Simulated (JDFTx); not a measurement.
**KCl under changes of volume**

One of the cells (28.294 Å³/atom); the others are scaled copies at fixed shape and fractional positions:

```
K Cl
1.0
     3.83920    0.00000    0.00000
     0.00000    3.83920    0.00000
     0.00000    0.00000    3.83920
K Cl
1 1
Direct
  0.00000 0.00000 0.00000
  0.50000 0.50000 0.50000
```

Measurements of this composition are mostly on another form, of space group No. 225.

| Property | Result |
| --- | --- |
| Program | JDFTx 1.7.0 (patched build) |
| Functional | r2SCAN |
| Potentials or basis | SG15-PBE-1.2 with smoothed tails |
| Cutoff | 1088 eV |
| Density cutoff | 8708 eV |
| k mesh | 7 × 7 × 7 |
| Occupations | fermi-dirac, width 0.05 eV |
| Spin | no spin polarisation |

```csv
volume (Å³/atom),energy over the lowest point (meV/atom),pressure (GPa),gap on the mesh (eV)
26.596,0.00,0.1,5.76
27.162,0.37,-0.3,5.66
27.728,2.30,-0.8,5.56
28.294,5.61,-1.1,5.47
28.860,?,?,?
29.426,15.71,-1.7,5.31
29.991,22.24,-2.0,5.23
```

Task: What does the run at 28.860 Å³/atom give?

Result: Energy over the lowest point 10.13 meV/atom; pressure -1.4 GPa; gap on the mesh 5.39 eV.

Worked out: A Birch-Murnaghan fit of order 3 (a polynomial in V^(-2/3)) to the other rows has its minimum at 26.75 Å³/atom with B0 = V·E''(V) = 23 GPa and B' = 4.9. It gives 10.12 meV/atom at 28.860 Å³/atom, against the run's 10.13, and -dE/dV = -1.4 GPa, against -1.4. A straight line through the other rows of the gap, of slope -4.39 eV per unit of ln V, gives 5.39 eV, against the run's 5.39.

Energies are extrapolated to zero smearing.

Caveats: the potentials were made for another functional, which shifts forces and pressure; an odd mesh through Γ misses points on the zone boundary, where band edges often lie.
